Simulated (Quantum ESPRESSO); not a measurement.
# Nb: phonon spectrum and thermodynamics under several settings

```xyz
1
Lattice="-1.6640 1.6640 1.6640 1.6640 -1.6640 1.6640 1.6640 1.6640 -1.6640" Properties=species:S:1:pos:R:3 pbc="T T T"
Nb    0.0000    0.0000    0.0000
```

All runs used Quantum ESPRESSO 7.5; relaxed cell; no spin polarisation; cutoff 612 eV; occupations cold, width 0.2 eV.

```tsv
level	potentials	k mesh (s: shifted)	volume (Å³/atom)	q mesh	highest frequency (cm⁻¹)	zero-point energy (meV/atom)	entropy at room temperature (k_B/atom)
LDA	GBRV 1.5 LDA	10 × 10 × 10	17.02	2 × 2 × 2	210	25.4	4.40
PBE	GBRV 1.5 PBE	10 × 10 × 10	18.11	2 × 2 × 2	196	23.0	4.71
PBEsol	GBRV 1.5 PBEsol	10 × 10 × 10	17.44	2 × 2 × 2	205	24.1	4.56
LDA	GBRV 1.5 LDA	12 × 12 × 12	17.11	3 × 3 × 3	216	27.5	4.18
PBE	GBRV 1.5 PBE	12 × 12 × 12	18.06	3 × 3 × 3	199	26.2	4.31
PBEsol	GBRV 1.5 PBEsol	12 × 12 × 12	?	3 × 3 × 3	?	?	?
```

Question: What stands in the row left open?

Answer: Volume 17.46 Å³/atom; highest frequency 210 cm⁻¹; zero-point energy 27.2 meV/atom; entropy at room temperature 4.21 k_B/atom.

Caveats: the mesh is thin for the phonons of a metal (some runs).

For the row left open. Caveat: the q mesh is small, so phonon branches between its points and thermal values are rough.
